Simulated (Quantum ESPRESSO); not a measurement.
WC in Quantum ESPRESSO: the effect of Hubbard term

The system is WC.

```
CELL_PARAMETERS angstrom
0.00000 2.19268 2.19268
2.19268 0.00000 2.19268
2.19268 2.19268 0.00000
ATOMIC_POSITIONS crystal
W 0.00000 0.00000 0.00000
C 0.50000 0.50000 0.50000
```

Measurements of this composition are mostly on another form, of space group No. 187.

Alike in all runs:

```yaml
Program: Quantum ESPRESSO 7.5
Task: Hubbard U by linear response
Functional: PBE
Potentials_or_basis: GBRV 1.5 PBE
Cutoff: 762 eV
Density_cutoff: 6095 eV
k_mesh: 8 × 8 × 8
Occupations: cold, width 0.2 eV
Spin: no spin polarisation
Start_of_the_occupations: default
Hubbard_projectors: ortho-atomic
Mixing_beta: 0.3
Most_SCF_iterations: 120
SCF_threshold: 4e-10 Ry
q_mesh: 2 × 2 × 2
```

Q: One run gave: pressure 1.7 GPa. Which Hubbard term did it use?
A. W d U = 8.0 eV
B. W d U = 4.0 eV
C. W d U = 2.0 eV
D. W d U = 0.0001 eV
E. W d U = 6.0 eV

A: A.

```csv
Hubbard term,pressure (GPa)
W d U = 0.0001 eV,-0.3
W d U = 2.0 eV,0.1
W d U = 4.0 eV,0.6
W d U = 6.0 eV,1.1
W d U = 8.0 eV,1.7
```

Caveats: U without spin polarisation on a metal has little footing; the U is typed as a test and isn't derived for this compound.
